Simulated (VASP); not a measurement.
Here is a VASP 6.6.1 calculation.

File INCAR:

```
SYSTEM = NaI
  ALGO = Normal
  EDIFF = 1E-7
  EDIFFG = -0.01
  ENCUT = 600
  GGA = PS
  IBRION = 2
  ISIF = 2
  ISMEAR = 0
  LASPH = .TRUE.
  LCHARG = .FALSE.
  LREAL = .FALSE.
  LWAVE = .FALSE.
  NELM = 80
  NSW = 40
  PREC = Accurate
  SIGMA = 0.03
```

KPOINTS

```
k-points
0
G
  8 8 8
  0 0 0
```

Contents of POSCAR:

```
NaI                                     
1.0
    0.0000000000      3.2257751479      3.2257751479
    3.2257751479      0.0000000000      3.2257751479
    3.2257751479      3.2257751479      0.0000000000
  Na              I             
     1     1
Direct
     1.0000000000000000    1.0000000000000000    0.0000000000000000
     0.5000000000000000    0.5000000000000000    0.5000000000000000
```

Potentials or basis: VASP PAW PBE potentials, release 64 (Na_pv, I).

The run is started by

```bash
$ cat potpaw_PBE.64/Na_pv/POTCAR potpaw_PBE.64/I/POTCAR > POTCAR
$ mpirun -np 1 vasp_std > vasp.out
```

Question: Estimate the band gap on the k mesh.

Answer: 3.53 eV, direct.

Final structure:
```yaml
crystal:
  lattice:
    - [0.00000, 3.22578, 3.22578]
    - [3.22578, 0.00000, 3.22578]
    - [3.22578, 3.22578, 0.00000]
  atoms:
    - { symbol: Na, position: [0.00000, 0.00000, 0.00000] }
    - { symbol: I, position: [0.50000, 0.50000, 0.50000] }
```

Caveat: the relaxation stopped at its first step, so nothing moved; spin-orbit coupling is left out, which moves the levels of the heavy elements.
